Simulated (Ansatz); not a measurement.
## From the elastic tensor of P at 10 GPa (stress–strain coefficients) to moduli and sound speeds

Theory: DFT PBE+D3(BJ), scalar-relativistic, plane waves, PAW (Ansatz). Cutoff 420 eV, 20×20×20 k-points (Γ-centred), Fermi-Dirac smearing of 0.15 eV. No spin polarisation.

Symmetry: Pm-3m, No. 221, cubic system. Conventional cell: a = 2.355 Å, b = 2.355 Å, c = 2.355 Å, α = 90.00°, β = 90.00°, γ = 90.00°. Around P (site symmetry m-3m) lie 6 P at 2.36 Å.

In a metal, frequencies and elastic constants depend on the k mesh and the smearing, soft modes and shear constants most. Other phases may be more stable at this pressure.

Relaxed-ion constants (GPa, on the Cartesian axes of the calculation):
C11 = 341.5, C12 = 83.1, C13 = 83.1, C22 = 341.5, C23 = 83.1, C33 = 341.5, C44 = 64.3, C55 = 64.3, C66 = 64.3 GPa; the others vanish.

Density 3.937 g/cm³; 1 atom in 13.06 Å³.

The values that follow are for a polycrystal of randomly turned grains, by Hill's mean where one number stands.

With S = C⁻¹: B_V = (C11+C22+C33+2(C12+C13+C23))/9, G_V = (C11+C22+C33−C12−C13−C23+3(C44+C55+C66))/15, 1/B_R = S11+S22+S33+2(S12+S13+S23), 15/G_R = 4(S11+S22+S33−S12−S13−S23)+3(S44+S55+S66); Hill is their mean. Then v_l = √((B+4G/3)/ρ), v_t = √(G/ρ), v_m = [(2/v_t³+1/v_l³)/3]^(−1/3) and Θ = (ħ/k_B)·v_m·(6π²n/V)^(1/3) for n atoms in the volume V; E = 9BG/(3B+G), ν = (3B−2G)/(2(3B+G)) and A^U = 5G_V/G_R + B_V/B_R − 6.

```json
{
  "Bulk modulus, Voigt / Reuss / Hill": "169.2 / 169.2 / 169.2 GPa",
  "Shear modulus, Voigt / Reuss / Hill": "90.3 / 80.5 / 85.4 GPa",
  "Young's modulus": "219 GPa",
  "Poisson ratio": "0.284",
  "Pugh ratio B/G": "1.98",
  "Universal anisotropy index": "0.61",
  "Longitudinal and transverse sound speeds": "8478 and 4656 m/s",
  "Debye temperature from the mean sound speed": "656 K"
}
```

This simple cubic form isn't the element's structure at ambient conditions.

Cost: 1 run of about 0.39 core-minutes, on AMD EPYC 9R45 (Zen 5) (shared hosts).

Simple cubic phosphorus is much stiffer against strain along the cube axes than against shear between them: C11 is 341.5 GPa, C44 only 64.3 GPa. The bonds run along these axes and are built mainly from p orbitals in σ overlap, so axial compression shortens them directly, while a C44 shear chiefly bends the right angles between them. A single crystal is therefore stiffest along the cube axes, and the polycrystalline shear modulus conceals a clear directional dependence.

C12 exceeds C44 by nearly twice the applied pressure, the offset that central forces alone would give for stress–strain coefficients. The excess is thus no sign of metallic bonding in itself, and the Pugh ratio is weak evidence of ductility.

The constants meet the cubic stability conditions, so the lattice resists small homogeneous strains. That leaves open the Peierls-like pairing of layers towards the rhombohedral A7 structure, favoured by the half-filled p shell, because it involves a zone-boundary displacement that the elastic tensor doesn't probe.
